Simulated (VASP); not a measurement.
Set up this calculation in VASP 6.6.1, as the native input.

```yaml
Task: single point
Functional: PBE
Dispersion: D3(BJ)
Potentials_or_basis: VASP PAW PBE potentials, release 64 (Cl, H)
Cutoff: 520 eV
k_mesh: 1 × 1 × 1
Occupations: fermi-dirac, width 0.05 eV
Spin: no spin polarisation
Dipole_correction: no
Further_INCAR_settings: LREAL = Auto; ALGO = Fast; EDIFF = 1e-07; NBANDS = 46
```

The structure of HCl lies in POSCAR:

```
HCl
1.0
    7.4168600000      0.0000000000      0.0000000000
    0.0000000000      7.4168600000      0.0000000000
    0.0000000000      0.0000000000      7.4168600000
Cl H
8 8
Direct
    0.2156707825      0.2898126701      0.5017082701
    0.6069010336     -0.0171635975      0.8781478955
    1.1144338709      0.8328726712      0.6723465186
    0.8135653093      0.4330808455      0.9348025984
    0.5819578636      0.1706921797      0.3450516796
    0.3286700841      0.5371680199      0.1071747343
    0.1586924925      1.0318652368      0.1045860378
    0.6118222536      0.6862607626      0.5248717112
    0.2863610746      0.3836529205      0.6354980409
    0.4811200427     -0.0275183838      0.9981312847
    1.1048476040      1.0030794703      0.6335160701
    0.9096032553      0.2866846617      0.9759386047
    0.7027097721      0.0597827113      0.4214721594
    0.1707056625      0.5592528375      0.0347451617
    0.1078353913      0.9398451636     -0.0396798645
    0.5041351731      0.7753281038      0.6201006895
```

The cell was built by a generator and needn't be a form met in nature.

The input as run:

INCAR

```
SYSTEM = HCl
PREC = Accurate
ENCUT = 520
EDIFF = 1E-7
ISMEAR = -1
SIGMA = 0.05
LREAL = Auto
LASPH = .TRUE.
NELM = 100
ALGO = Fast
ISIF = 2
LWAVE = .FALSE.
LCHARG = .FALSE.
GGA = PE
IVDW = 12
NBANDS = 46
```

KPOINTS

```
regular mesh
0
G
  1 1 1
  0 0 0
```

Potentials or basis: VASP PAW PBE potentials, release 64 (Cl, H).

Launch:

```console
$ cat potpaw_PBE.64/Cl/POTCAR potpaw_PBE.64/H/POTCAR > POTCAR
$ mpirun -np 1 vasp_gam > vasp.out
```

It gave:

| Quantity | Value |
| --- | --- |
| Pressure | -0.3 GPa |
| Largest force | 1.757 eV/Å |
| Band gap on the k mesh | 4.78 eV, direct |
| Dispersion energy per atom | -0.062 eV |

Run time: 22 s on 1 thread of Intel(R) Xeon(R) 6975P-C (Granite Rapids), with other jobs on the host, peak memory 0.4 GiB.
